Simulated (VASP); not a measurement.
Write the native input for VASP 6.6.1 that does the following.

```
Task                   : single point
Functional             : PBE
Potentials or basis    : VASP PAW PBE potentials, release 64 (B, As)
Cutoff                 : 520 eV
k mesh                 : 2 × 2 × 2
Occupations            : gaussian, width 0.02 eV
Spin                   : no spin polarisation
Further INCAR settings : ALGO = Normal; EDIFF = 1e-07; NBANDS = 11
```

The structure of BAs lies in POSCAR:

```
BAs                                     
1.0
    0.0000000000      2.4009599534      2.4009599534
    2.4009599534      0.0000000000      2.4009599534
    2.4009599534      2.4009599534      0.0000000000
  B               As            
     1     1
Direct
     0.0000000000000000    0.0000000000000000    0.0000000000000000
     0.2500000000000000    0.2500000000000000    0.2500000000000000
```

The cell isn't the ideal one: a relaxed cell with its volume scaled by 0.91.

These files were run (other wordings do the same):

INCAR

```
SYSTEM = BAs
PREC = Accurate
ENCUT = 520
EDIFF = 1E-7
ISMEAR = 0
SIGMA = 0.02
LREAL = .False.
LASPH = .True.
NELM = 80
ALGO = Normal
ISIF = 2
LWAVE = .False.
LCHARG = .False.
GGA = PE
NBANDS = 11
```

KPOINTS

```
regular mesh
0
Gamma
  2 2 2
  0 0 0
```

Potentials or basis: VASP PAW PBE potentials, release 64 (B, As).

Run with:

```console
$ cat potpaw_PBE.64/B/POTCAR potpaw_PBE.64/As/POTCAR > POTCAR
$ mpirun -np 1 vasp_std > vasp.out
```

Results of the run:

| Item | Value |
| --- | --- |
| Pressure | 12.8 GPa |
| Band gap on the k mesh | 1.31 eV, indirect (least direct gap 3.13 eV) |

Caveat: the k mesh is coarse (spacing up to 1.13 Å⁻¹), so the values aren't converged.

It took 3.9 s on 1 thread of Intel(R) Xeon(R) Platinum 8259CL CPU @ 2.50GHz (Skylake/Cascade Lake), on a shared host, peak memory 0.15 GiB.
